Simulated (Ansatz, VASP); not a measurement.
## One calculation of MgH2, two programs

```xyz
6
Lattice="4.4770 0.0000 0.0000 0.0000 4.4770 0.0000 0.0000 0.0000 3.0076" Properties=species:S:1:pos:R:3 pbc="T T T"
Mg    0.0000    0.0000    0.0000
Mg    2.2385    2.2385    1.5038
H     1.3632    1.3632    0.0000
H     0.8753    3.6017    1.5038
H     3.1138    3.1138    0.0000
H     3.6017    0.8753    1.5038
```

Alike in both runs: functional PBEsol; k mesh 6 × 6 × 8; occupations gaussian, width 0.02 eV; no spin polarisation.

Ansatz relaxed the structure, and its values are those at the end. VASP's run is a single point on that final structure, the one shown.

|  | VASP | Ansatz |
| --- | --- | --- |
| version | VASP 6.6.1 | Ansatz 0.2.0 |
| potentials or method | VASP PAW PBE potentials, release 64 (Mg, H) | scalar-relativistic, plane waves, PAW |
| plane-wave cutoff (eV) | 520 | 420 |
| valence electrons in the cell | 8 | 24 |

```tsv
	VASP	Ansatz	Ansatz less VASP
gap on the k mesh at the Fermi level (eV)	3.58	3.57	-0.001
least direct gap on the mesh (eV)	4.40	4.40	-0.002
pressure (GPa)	-0.2	0.0	+0.21
```

The two sets of potentials don't hold the same shells in valence.

Caveats: the PAW data sets were made with another functional, which shifts forces and pressure a little (VASP). A k mesh can miss the band edges.
